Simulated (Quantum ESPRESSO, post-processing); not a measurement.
# 2H-MoTe2, 2 layers, AA' stacking, stepped through biaxial strain, part 8 of 8

What law, if any, do the results for 2H-MoTe2, 2 layers, AA' stacking follow against biaxial strain?

Quantum ESPRESSO 7.5; plane-wave DFT, PBE, GBRV ultrasoft pseudopotentials.

So far. Step 9 (Relaxation with pw.x, 3 %): The relaxation lowers the energy by 7 meV an atom. Step 11 (Relaxing the ions, 4 %): The relaxation lowers the energy by 11 meV an atom.

**12. Self-consistent run, 4 %**

Level of this step: plane-wave DFT, PBE, GBRV ultrasoft pseudopotentials (Quantum ESPRESSO 7.5).

m8.scf.in reads:

```
&control
  prefix = 'm8.scf'
  outdir = './out'
  pseudo_dir = './pseudo'
  calculation = 'scf'
  tprnfor = .true.
/
&system
  ibrav = 0
  nat = 6
  ntyp = 2
  ecutwfc = 40
  ecutrho = 200
  occupations = 'smearing'
  smearing = 'fd'
  degauss = 0.002
  nbnd = 30
/
&electrons
  conv_thr = 1e-09
  mixing_beta = 0.4
  electron_maxstep = 120
  mixing_mode = 'plain'
/
ATOMIC_SPECIES
  Te  127.6000  te_pbe_v1.uspp.F.UPF
  Mo  95.9500  mo_pbe_v1.uspp.F.UPF
CELL_PARAMETERS angstrom
  3.65804288616000 0.00000000000000 0.00000000000000
  -1.82902144256000 3.16795806704000 0.00000000000000
  0.00000000000000 0.00000000000000 25.74820526100000
ATOMIC_POSITIONS crystal
  Te  0.333333333300 0.666666666700 0.299986213300
  Mo  0.000000000000 0.000000000000 0.368624664200
  Te  0.333333333300 0.666666666700 0.437334958800
  Te  0.000000000000 0.000000000000 0.562665041200
  Mo  0.333333333300 0.666666666700 0.631375335800
  Te  0.000000000000 0.000000000000 0.700013786700
K_POINTS automatic
  12 12 1 0 0 0
```

Command:

```
OMP_NUM_THREADS=1 mpirun -n 4 pw.x -nk 4 -in m8.scf.in > m8.scf.out
```

The log of the run:

```text
[banner, memory and clock lines left out]
Program PWSCF v.7.5 starts
[...]
Message from routine setup:
[...]
number of electrons       =        52.00
     number of Kohn-Sham states=           30
     kinetic-energy cutoff     =      40.0000  Ry
     charge density cutoff     =     200.0000  Ry
[...]
number of k points=    19  Fermi-Dirac smearing, width (Ry)=  0.0020
[...]
Dense  grid:    96243 G-vectors     FFT dimensions: (  36,  36, 225)
[...]
negative rho (up, down):  2.945E-03 0.000E+00
     Starting wfcs are   42 randomized atomic wfcs
[...]
negative rho (up, down):  2.989E-03 0.000E+00
[...]
estimated scf accuracy    <       0.91034324 Ry
[...]
negative rho (up, down):  2.827E-03 0.000E+00
[...]
estimated scf accuracy    <       3.21297181 Ry
[...]
negative rho (up, down):  2.822E-03 0.000E+00
[...]
estimated scf accuracy    <       0.10550616 Ry
[...]
negative rho (up, down):  2.854E-03 0.000E+00
[...]
estimated scf accuracy    <       0.01789649 Ry
[...]
negative rho (up, down):  2.887E-03 0.000E+00
[...]
estimated scf accuracy    <       0.10162924 Ry
[...]
negative rho (up, down):  2.892E-03 0.000E+00
[...]
estimated scf accuracy    <       0.04186374 Ry
[...]
negative rho (up, down):  2.898E-03 0.000E+00
[...]
estimated scf accuracy    <       0.01074828 Ry
[...]
negative rho (up, down):  2.898E-03 0.000E+00
[...]
estimated scf accuracy    <       0.00110592 Ry
[...]
negative rho (up, down):  2.902E-03 0.000E+00
[...]
estimated scf accuracy    <       0.00050012 Ry
[...]
negative rho (up, down):  2.920E-03 0.000E+00
[...]
estimated scf accuracy    <       0.00016916 Ry
[...]
negative rho (up, down):  2.919E-03 0.000E+00
[...]
estimated scf accuracy    <       0.00056539 Ry
[...]
negative rho (up, down):  2.916E-03 0.000E+00
[...]
estimated scf accuracy    <       0.00033147 Ry
[...]
negative rho (up, down):  2.917E-03 0.000E+00
[...]
estimated scf accuracy    <       0.00006705 Ry
[...]
negative rho (up, down):  2.916E-03 0.000E+00
[...]
estimated scf accuracy    <       0.00003226 Ry
[...]
negative rho (up, down):  2.916E-03 0.000E+00
[...]
estimated scf accuracy    <       0.00002011 Ry
[...]
negative rho (up, down):  2.915E-03 0.000E+00
[...]
estimated scf accuracy    <       0.00000274 Ry
[...]
negative rho (up, down):  2.915E-03 0.000E+00
[...]
estimated scf accuracy    <       0.00000011 Ry
[...]
negative rho (up, down):  2.915E-03 0.000E+00
[...]
estimated scf accuracy    <       0.00000004 Ry
[...]
negative rho (up, down):  2.915E-03 0.000E+00
[...]
estimated scf accuracy    <       0.00000011 Ry
[...]
negative rho (up, down):  2.915E-03 0.000E+00
[...]
estimated scf accuracy    <       0.00000006 Ry
[...]
negative rho (up, down):  2.915E-03 0.000E+00
[...]
estimated scf accuracy    <          2.3E-09 Ry
[...]
negative rho (up, down):  2.914E-03 0.000E+00
[...]
the Fermi energy is     3.1483 ev
!    total energy              =    -384.76822557 Ry
     estimated scf accuracy    <          9.7E-10 Ry
     smearing contrib. (-TS)   =      -0.00000161 Ry
     internal energy E=F+TS    =    -384.76822396 Ry
[...]
one-electron contribution =   -1910.06238168 Ry
     hartree contribution      =     961.90629844 Ry
     xc contribution           =     -96.47182010 Ry
     ewald contribution        =     659.85967939 Ry
     convergence has been achieved in  22 iterations
     negative rho (up, down):  2.914E-03 0.000E+00
[...]
Total force =     0.008379     Total SCF correction =     0.000058
[...]
```

The job ended after 61 s (4 MPI ranks of Arm Neoverse V2, shared host; peak memory 0.76 GiB).

Read from the output:

| Quantity | Value |
| --- | --- |
| free energy | -5235.0384 eV |
| Fermi energy | 3.148 eV |
| valence top, on the run's zero | 2.996 eV |
| conduction bottom, on the run's zero | 3.337 eV |
| gap by band count | 0.3410 eV |

**13. The series side by side**

The series in one table, energies over the lowest:

```
biaxial strain  energy (eV)  gap along the path (eV)  upper vacuum level over the valence top of the mesh (eV)  lower vacuum level over that top (eV)
          -4 %       0.2519                   0.5836                                                     4.445                                  4.445
          -3 %       0.1389                   0.7332                                                     4.589                                  4.589
          -2 %       0.0605                   0.8107                                                     4.664                                  4.664
          -1 %       0.0155                   0.8309                                                     4.686                                  4.686
           0 %       0.0000                   0.8044                                                     4.659                                  4.659
           1 %       0.0141                   0.7791                                                     4.634                                  4.634
           2 %       0.0542                   0.6575                                                     4.557                                  4.557
           3 %       0.1205                   0.4954                                                      4.52                                   4.52
           4 %       0.2106                   0.3409                                                     4.483                                  4.483
```

**14. By hand**

A parabola through the energies within ±2 % has E = 142.63 eV × ε² -0.139 eV × ε; for the curvature, over A = 10.714 Å² this is 142.63 × 1/10.714 × 16.02 = 213 N/m.

**15. What came out**

```
C11 + C12                                                               : 213 N/m
gap along the path, at -4 % and at 4 %                                  : 0.58, 0.34 eV
upper vacuum level over the valence top of the mesh, at -4 % and at 4 % : 4.44, 4.48 eV
lower vacuum level over that top, at -4 % and at 4 %                    : 4.44, 4.48 eV
```

In words: The series holds 9 members; C11 + C12: 213 N/m (PBE, GBRV ultrasoft; energies at PBE-D3(BJ), GBRV ultrasoft). The energy is lowest near zero strain. From -4 % to 4 % the gap along the path goes from 0.58 to 0.34 eV by way of 0.83 at -1 %. From -4 % to 4 % the upper vacuum level over the valence top of the mesh goes from 4.44 to 4.48 eV by way of 4.69 at -1 %. From -4 % to 4 % the lower vacuum level over that top goes from 4.44 to 4.48 eV by way of 4.69 at -1 %. Semilocal gaps are too small; the 1×1 cell can't ripple over many cells under compression as a free sheet would. No spin-orbit coupling.

[Logs are printed without paths, hosts, clocks, repeated set-up lines and the standing remarks that a program may print on its own settings, such as how far it seeks lower states.]

[Hosts, paths, dates, database ids (printed as entryN), source tags and the programs' standing remarks are cut or masked in the printed files.]

[Maps of the electrostatic potential energy from Ansatz leave out the sawtooth potential of an applied field or a dipole correction, so their vacuum need not be flat; planar profiles and work functions include it.]
